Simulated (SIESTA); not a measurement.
Runs of SIESTA 5.4.2 on W. The structure is cubic, space group Fm-3m (No. 225). Conventional cell: a = 4.060 Å, b = 4.060 Å, c = 4.060 Å, α = 90.00°, β = 90.00°, γ = 90.00°. W (site symmetry m-3m) has 12 W at 2.87 Å as nearest neighbours. This isn't the form of W at room conditions, which is bcc.

| potentials or basis | gap on the mesh (eV) | pressure (GPa) |
| --- | --- | --- |
| PseudoDojo 0.4 standard (PBEsol files), DZP (energy shift 0.003 Ry; two zetas on semicore shells) | none | (a) |
| PseudoDojo 0.4 standard (PBEsol files), TZP (energy shift 0.003 Ry; two zetas on semicore shells) | none | -10.1 |
| PseudoDojo 0.4 standard (PBEsol files), SZ (energy shift 0.003 Ry) | none | -24.9 |
| PseudoDojo 0.4 standard (PBEsol files), DZ (energy shift 0.003 Ry; two zetas on semicore shells) | none | -11.3 |
| PseudoDojo 0.4 standard (PBEsol files), SZP (energy shift 0.003 Ry) | none | -6.6 |
| PseudoDojo 0.4 standard (PBEsol files), TZDP (energy shift 0.003 Ry; two zetas on semicore shells) | none | -10.1 |

Alike in all rows: task band structure; level PBEsol; no spin polarisation; cell as given; k mesh 11 × 11 × 11; smearing fermi-dirac 0.05 eV; grid cutoff 800 Ry; energy shift 0.003 Ry.

**Question.** Estimate the missing entries.

**Answer.** (a) -9.8.

Caveats: short orbitals over semicore shells can move pressures by several GPa; spin-orbit coupling is left out, which moves the levels of the heavy elements; the basis of atomic orbitals isn't converged, which shifts pressures, moduli and gaps; the basis has no polarisation orbitals (some runs).

A k mesh can miss the band edges, and the runs leave out spin-orbit coupling on W.

A gap of «none» marks a metal or a gap under the smearing width.
